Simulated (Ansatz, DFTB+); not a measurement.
# Ligand exchange: H2O + C4H10S → H2S + C4H10O

Species: H2O (water) `O`, singlet; C4H10S `CC(C)(C)S`, singlet; H2S (hydrogen sulfide) `S`, singlet; C4H10O `CC(C)(C)O`, singlet. The partners trade OH for SH: H–OH and C–SH bonds give way to H–SH and C–OH.

Shapes, held fixed at every level: PBE0-D4/def2-TZVP. Flexible molecules stand in one conformer, not always the lowest. Programs: Ansatz 0.2.0, DFTB+ 25.1. Electronic energies: no zero-point or thermal term.

```json
{"level": "DFTB2", "kind": "semi-empirical", "ΔE (kJ/mol)": "+61.7", "less CCSD(T)/CBS estimate": "+36.3"}
{"level": "HF/def2-TZVPP", "kind": "Hartree–Fock", "ΔE (kJ/mol)": "+0.6", "less CCSD(T)/CBS estimate": "-24.8"}
{"level": "SPW92/def2-TZVPP", "kind": "LDA", "ΔE (kJ/mol)": "+14.5", "less CCSD(T)/CBS estimate": "-10.9"}
{"level": "PBE-D4/def2-TZVPP", "kind": "GGA", "ΔE (kJ/mol)": "+20.8", "less CCSD(T)/CBS estimate": "-4.6"}
{"level": "wB97X-V/def2-TZVPP", "kind": "range-separated hybrid", "ΔE (kJ/mol)": "+13.6", "less CCSD(T)/CBS estimate": "-11.8"}
{"level": "B2PLYP/def2-TZVPP", "kind": "double hybrid", "ΔE (kJ/mol)": "+15.4", "less CCSD(T)/CBS estimate": "-10.0"}
{"level": "MP2/def2-SVP", "kind": "perturbation theory", "ΔE (kJ/mol)": "+13.1", "less CCSD(T)/CBS estimate": "-12.3"}
{"level": "CCSD/def2-SVP", "kind": "coupled cluster or CI", "ΔE (kJ/mol)": "+1.4", "less CCSD(T)/CBS estimate": "-24.0"}
{"level": "CCSD(T)/CBS estimate", "kind": "coupled cluster or CI", "ΔE (kJ/mol)": "+25.4", "less CCSD(T)/CBS estimate": "0.0"}
```

The highest level, CCSD(T)/CBS estimate, gives ΔE = +25.4 kJ/mol; the levels span +0.6 to +61.7. The column of differences is taken from that level and isn't an error. No measured value is set beside it here. The CBS estimate extrapolates MP2 from def2-TZVPP and def2-QZVPP and adds CCSD(T) − MP2 in the triple-zeta set, cores frozen. CCSD(T)/CBS estimate lies outside the range of all other levels here, so it shouldn't be taken on trust.
